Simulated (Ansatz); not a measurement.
Bulk crystal (SnO2) after relaxation:

```
CELL_PARAMETERS angstrom
4.76897 0.00000 0.00000
0.00000 4.76897 0.00000
0.00000 0.00000 3.21207
ATOMIC_POSITIONS crystal
Sn 0.00000 0.00000 0.00000
Sn 0.50000 0.50000 0.50000
O 0.30628 0.30628 0.00000
O 0.19372 0.80628 0.50000
O 0.69372 0.69372 0.00000
O 0.80628 0.19372 0.50000
```

Miller indices refer to the conventional cell of P4_2/mnm (No. 136), a = 4.769 Å, b = 4.769 Å, c = 3.212 Å, α = 90.00°, β = 90.00°, γ = 90.00°. The bulk's gap is 0.92 eV.

The (101) slab of 15 planes, 12.5 Å thick with 15 Å of vacuum as cut; outer planes Sn (top) and O (bottom).

Method: Ansatz, DFT PBEsol, scalar-relativistic, plane waves, PAW. Plane waves to 420 eV, a k mesh through Γ of 6×5×1 on the computed 30-atom cell and Gaussian smearing (0.05 eV); no spin polarisation. The cell repeats along c with a dipole correction in the vacuum.

With the atoms at the bulk's places:

| Property | Result |
| --- | --- |
| Surface energy (mean of both faces) | 3.96 J/m² |
| Gap of the slab on the mesh | none (metal or semimetal) |
| Work function | 5.36 eV (top), 9.51 eV (bottom) |
| Dipole of the slab along +c, per cell | 0.63 e·Å |

**Question.** What changes when all atoms relax within this surface cell and its symmetry?

**Answer.** The energy falls by 1.248 J/m² a face, and the largest move is 1.07 Å.

For the relaxed slab, the surface energy (mean of both faces) is 2.71 J/m², the gap of the slab on the mesh is 0.59 eV and the dipole of the slab along +c, per cell is 0.33 e·Å.

```tsv
plane (bottom to top)	atoms	spacing to next, bulk (Å)	relaxed (Å)	change (%)
1	O2	1.032	0.627	-39.2
2	O2	0.816	0.779	-4.5
3	Sn2	0.816	0.884	+8.3
4	O2	1.032	0.998	-3.3
5	O2	0.816	0.852	+4.5
6	Sn2	0.816	0.783	-4.0
7	O2	1.032	1.070	+3.6
8	O2	0.816	0.796	-2.5
9	Sn2	0.816	0.817	+0.1
10	O2	1.032	1.040	+0.7
11	O2	0.816	0.808	-0.9
12	Sn2	0.816	0.812	-0.5
13	O2	1.032	1.088	+5.4
14	O2	0.816	0.780	-4.4
15	Sn2
```

The gap is read on a mesh, which can miss the band edges, so it can be too wide. Gaps are read on the k points sampled, so a band crossing between them can be missed.